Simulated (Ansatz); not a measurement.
Planning a run of Ansatz 0.2.0 on AlP (zincblende (110) film, 3 layers). The input:

```yaml
crystal:
  lattice:
    - [3.8544390642, 0.0, 0.0]
    - [0.0, 5.451, 0.0]
    - [0.0, 0.0, 31.6]
  atoms:
    - { symbol: Al, position: [0.0, 0.0383532066, 0.4507763172] }
    - { symbol: P, position: [0.5, 0.2501740237, 0.433693182] }
    - { symbol: Al, position: [0.5, 0.4581954015, 0.5] }
    - { symbol: P, position: [0.0, 0.7147501378, 0.5] }
    - { symbol: Al, position: [0.0, 0.0383532066, 0.5492236828] }
    - { symbol: P, position: [0.5, 0.2501740237, 0.566306818] }
  periodic: [true, true, false]
kpoints:
  mp_grid: { grid: [4, 2, 1] }
hamiltonian:
  xc: lda
  pseudopotentials: { kind: paw, azcp: { folder: soft_1 }, xc_functional: pbe }
scf:
  occupations: { method: fixed }
  convergence: { dr2_threshold: 1.0e-10 }
gw:
  n_empty_bands: 533
  ecut_chi: 50.0
  qp_bands: [v2, c2]
  qp_kpoints: band_edges
  screening: { model: contour_deformation }
```

```sh
ansatz run input.yaml --threads 8 --pin off --max-ram 17510MiB --backend cpu --events-out ev --progress --plain --runs-dir out
```

How long will it take on 8 threads of Arm Neoverse V1, shared host, and how much memory?

It took 2.2 min; on shared hardware allow 67 s to 4.5 min. Peak host memory was 11 GiB. The sizes that set the cost: 12991 plane waves a state, 6 irreducible k points, 545 bands summed, 543 plane waves in the screening and 11 SCF cycles.

The screening grows as filled bands × empty bands × pairs of k points, times the square of the screening basis for the matrix.

[Paths, hosts, dates, memory and timing lines, banners, echoed tables and standing remarks are left out of the program output.]

[Logs are printed without paths, hosts, clocks, repeated set-up lines and the standing remarks that a program may print on its own settings, such as how far it seeks lower states.]

[Runs of the session that timed out or met a known fault of the program may be left out.]

[Cells called generated may have been cut or substituted from an entry of the Crystallography Open Database or the Materials Project.]

[Hosts, paths, dates, database ids (printed as entryN), source tags and the programs' standing remarks are cut or masked in the printed files.]
